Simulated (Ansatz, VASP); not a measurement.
# Two plane-wave programs on AlFe

```
CELL_PARAMETERS angstrom
2.81565 0.00000 0.00000
0.00000 2.81565 0.00000
0.00000 0.00000 2.81565
ATOMIC_POSITIONS crystal
Al 0.00000 0.00000 0.00000
Fe 0.50000 0.50000 0.50000
```

Alike in both runs: task single point; functional PBE; k mesh 14 × 14 × 14; occupations gaussian, width 0.1 eV; collinear spin.

|  | VASP | Ansatz |
| --- | --- | --- |
| version | VASP 6.6.1 | Ansatz 0.2.0 |
| potentials or method | VASP PAW PBE potentials, release 64 (Al, Fe) | scalar-relativistic, plane waves, PAW |
| plane-wave cutoff (eV) | 520 | 420 |
| valence electrons in the cell | 11 | 19 |

```tsv
	VASP	Ansatz	Ansatz less VASP
gap on the k mesh at the Fermi level (eV)	none	none	-
pressure (GPa)	12.4	12.4	+0.04
net moment per atom (μB)	0.32	0.32	+0.002
size of the moment on the site where the two differ most (μB)	0.67	0.66	-0.007
```

Site moments also hang on the region over which each program counts them. A gap of «none» marks a metal or a gap that the smearing closes. The two sets of potentials don't hold the same shells in valence.
